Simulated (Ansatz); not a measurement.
Nb:

```
Nb
1.0
     0.00000    2.11500    2.11500
     2.11500    0.00000    2.11500
     2.11500    2.11500    0.00000
Nb
1
Direct
  0.00000 0.00000 0.00000
```

This isn't the form of Nb at room conditions, which is bcc.

- Program: Ansatz 0.2.0
- Task: relaxation of cell and atoms
- Functional: PBEsol0
- Potentials or basis: Ansatz PAW
- Cutoff: 420 eV (not typed: the program's choice for these potentials)
- k mesh: 6 × 6 × 6
- Occupations: fermi-dirac, width 0.05 eV
- Spin: no spin polarisation

At the start: volume 18.92 Å³/atom.

Q: How do energy, volume and symmetry change on relaxing?

A: It ends after 4 steps and the volume is 18.32 Å³/atom (-3.2 %); space group Fm-3m (No. 225, to 0.05 Å).

The path:
| step | energy change (eV) | largest force (eV/Å) | volume (Å³) |
| --- | --- | --- | --- |
| 1 | 0.0000 | 0.0000 | 18.92 |
| 2 | -0.0117 | 0.0000 | 18.39 |
| 3 | -0.0119 | 0.0000 | 18.32 |
| 4 | -0.0118 | 0.0000 | 18.32 |

Final structure:
```yaml
crystal:
  lattice:
    - [0.00000, 2.09249, 2.09249]
    - [2.09249, 0.00000, 2.09249]
    - [2.09249, 2.09249, 0.00000]
  atoms:
    - { symbol: Nb, position: [0.00000, 0.00000, 0.00000] }
```

Caveat: the k mesh is coarse (spacing up to 0.43 Å⁻¹), so the values aren't converged, least of all with exact exchange; the plane-wave basis is chosen anew once the cell has moved, so the energies of steps on either side of that aren't comparable; the PAW data sets come from PBE, with cores solved anew for the run's functional, which leaves a small shift of forces and pressure.
